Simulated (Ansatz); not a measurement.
Crystal: Sc.

```
Sc
1.0
     3.30900    0.00000    0.00000
    -1.65450    2.86568    0.00000
     0.00000    0.00000    5.27330
Sc
2
Direct
  0.66667 0.33333 0.75000
  0.33333 0.66667 0.25000
```

Base run:

- Program: Ansatz 0.2.0
- Functional: PBEsol
- Potentials or basis: all-electron LAPW, scalar-relativistic
- Cutoff: 167 eV (chosen from the basis error)
- Basis error allowed: 0.001 eV/atom
- k mesh: 9 × 9 × 5
- Occupations: gaussian, width 0.02 eV
- Spin: no spin polarisation

Its results: pressure -2.8 GPa.

Question: The run is repeated on the same cell with these changes: occupations from gaussian, width 0.02 eV to fermi-dirac, width 0.05 eV; hubbard terms from none to Sc d U = 4.3 eV. What comes out?

Answer: Pressure 5.0 GPa.

Caveats: U is the effective U less J, on atomic orbitals that reach past the spheres (some runs); U without spin polarisation on a metal has little footing (some runs); the U is typed as a test and isn't derived for this compound (some runs).
